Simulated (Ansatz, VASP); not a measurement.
## Mg: VASP beside Ansatz

```
Mg
1.0
     2.85042    0.00000    0.00000
    -0.95014    2.68740    0.00000
    -0.95014   -1.34370    2.32736
Mg
1
Direct
  0.00000 0.00000 0.00000
```

Change from the starting cell: volume scaled by 0.8.

Alike in both runs: functional r2SCAN; dispersion D4; k mesh 11 × 11 × 11; occupations fermi-dirac, width 0.025 eV; no spin polarisation.

|  | VASP | Ansatz |
| --- | --- | --- |
| version | VASP 6.6.1 | Ansatz 0.2.0 |
| potentials or method | VASP PAW PBE potentials, release 64 (Mg), cutoff 520 eV | all-electron PAW datasets made for the crystal |
| task | single point | electron localisation function |

Ansatz gave:

* gap on the k mesh at the Fermi level (eV): none
* pressure (GPa): 13.9
* dispersion energy (meV/atom): -34.5

**Question.** Which values does VASP return?

**Answer.** gap on the k mesh at the Fermi level (eV): none; pressure (GPa): 13.7; dispersion energy (meV/atom): -34.4.

A gap of «none» marks a metal or a gap that the smearing closes. Ansatz ran all-electron here, so the differences hold the error of VASP's frozen core and of both bases.

Caveats: pairwise dispersion overbinds metals, which lowers pressure and volume; the PAW data sets were made with another functional, which shifts forces and pressure a little (VASP).
